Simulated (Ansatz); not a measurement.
# HfO2: the cost of one run

Program: Ansatz 0.2.0. Level of theory: DFT PBE+D3(BJ), scalar-relativistic, plane waves, PAW. These are calculated values, not measurements.

4 further runs of the same task are left out: 4 set aside as unsound or not needed.

## (1) The system as given

It takes space group P-3m1 (No. 164, trigonal). The conventional cell has a = 3.606 Å, b = 3.606 Å, c = 5.770 Å, α = 90.00°, β = 90.00°, γ = 120.00°. Around Hf (site symmetry -3m) lie 6 S at 2.54 Å. S (site symmetry 3m) has 3 Hf at 2.54 Å as nearest neighbours.

Structure file:

```xyz
3
Lattice="3.6059 0.0000 0.0000 -1.8029 3.1228 0.0000 0.0000 0.0000 5.7704" Properties=species:S:1:pos:R:3 pbc="T T T"
Hf    0.0000    0.0000    0.0000
S     1.8029    1.0409    4.3140
S     0.0000    2.0818    1.4564
```

It goes back to an entry of the Materials Project.

This cell was relaxed beforehand with the same method: volume 21.66 Å³/atom, gap on the mesh 0.85 eV.

## (2) S → O: the starting cell

HfO2 starts from the relaxed positions of HfS2, with all lengths scaled by 0.862, a guess from tabulated radii.

## (3) Probe: one point at the start (HfO2)

Contents of input.yaml:

```yaml
crystal:
  lattice:
    - [3.1078040511, 0.0, 0.0]
    - [-1.5539020255, 2.6914372582, 0.0]
    - [0.0, 0.0, 4.9733545608]
  atoms:
    - { symbol: Hf, position: [0.0, 0.0, 0.0] }
    - { symbol: O, position: [0.6666666667, 0.3333333333, 0.7476059866] }
    - { symbol: O, position: [0.3333333333, 0.6666666667, 0.2523940134] }
basis:
  ecutwfc: 420
kpoints:
  mp_grid: { grid: [6, 6, 4] }
hamiltonian:
  xc: pbe
  dispersion: d3bj
scf:
  occupations: { method: gaussian, width: 0.1 }
output:
  forces: true
  stress: true
  eigenvalues: true
```

The run is started by

```bash
> ansatz run input.yaml --threads 1 --pin off --max-ram 2560MiB --backend cpu --events-out ev --progress --plain --runs-dir out
```

**Question.** How long does this run take on 1 thread of Intel Xeon at 2.50GHz (Skylake/Cascade Lake), shared host, and how much memory does it need?

About 2.7 s, with a peak of 0.33 GiB.
